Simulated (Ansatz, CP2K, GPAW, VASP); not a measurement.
**Be: programs and potentials compared**

```
Be
1.0
     2.28530    0.00000    0.00000
    -1.14265    1.97913    0.00000
     0.00000    0.00000    3.58420
Be
2
Direct
  0.66667 0.33333 0.75000
  0.33333 0.66667 0.25000
```

Alike in all runs: task single point; functional LDA; k mesh 13 × 13 × 8; occupations gaussian, width 0.05 eV; no spin polarisation; no spin-orbit coupling. LDA stands for any of its common fits. Pressure is positive in compression and, in plane waves, holds the error of the finite cutoff.

| program and potentials | plane-wave cutoff (eV) | notes | pressure (GPa) |
| --- | --- | --- | --- |
| CP2K, GTH_POTENTIALS Be GTH-PADE-q4; TZVP-MOLOPT-PBE-GTH basis | - | atomic basis; 4 valence electrons an atom on average | -7.64 |
| GPAW, the program's PAW data sets (release 1.2.1) made for this functional | 800 | 2 valence electrons an atom on average | -7.02 |
| VASP, LDA PAW files Be_sv, 520 eV | 520 | 4 valence electrons an atom on average | ? |
| Ansatz, all-electron LAPW, scalar-relativistic | - | - | -8.29 |

Estimate from the other rows what the run with VASP, LDA PAW files Be_sv, 520 eV gave.

Pressure -7.78 GPa. The other rows, which needn't bracket it: pressure -8.29 to -7.02.
